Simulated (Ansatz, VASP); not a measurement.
**C: VASP beside Ansatz**

```xyz
6
Lattice="2.5152 0.0000 0.0000 -1.2576 2.1782 0.0000 0.0000 0.0000 18.6207" Properties=species:S:1:pos:R:3 pbc="T T T"
C     0.0000    1.4522    7.0000
C     0.0000    0.0000    7.5134
C     0.0000    0.0000    9.0537
C     1.2576    0.7261    9.3991
C     1.2576    0.7261   12.4935
C     0.0000    1.4522   12.4985
```

Alike in both runs: functional PBE; dispersion D3(BJ); k mesh 12 × 12 × 1; occupations gaussian, width 0.05 eV; no spin polarisation.

Ansatz relaxed the structure, and its values are those at the end. VASP's run is a single point on that final structure, the one shown.

|  | VASP | Ansatz |
| --- | --- | --- |
| version | VASP 6.6.1 | Ansatz 0.2.0 |
| potentials or method | VASP PAW PBE potentials, release 64 (C) | scalar-relativistic, plane waves, PAW |
| plane-wave cutoff (eV) | 520 | 420 |
| valence electrons in the cell | 24 | 24 |

```csv
,VASP,Ansatz,Ansatz less VASP
gap on the k mesh at the Fermi level (eV),0.09,0.09,-0.001
least direct gap on the mesh (eV),0.15,0.15,-0.001
rms of the force components (eV/Å),2.265,2.267,+0.0013
```

Ansatz warned: «vacuum_below_fermi».
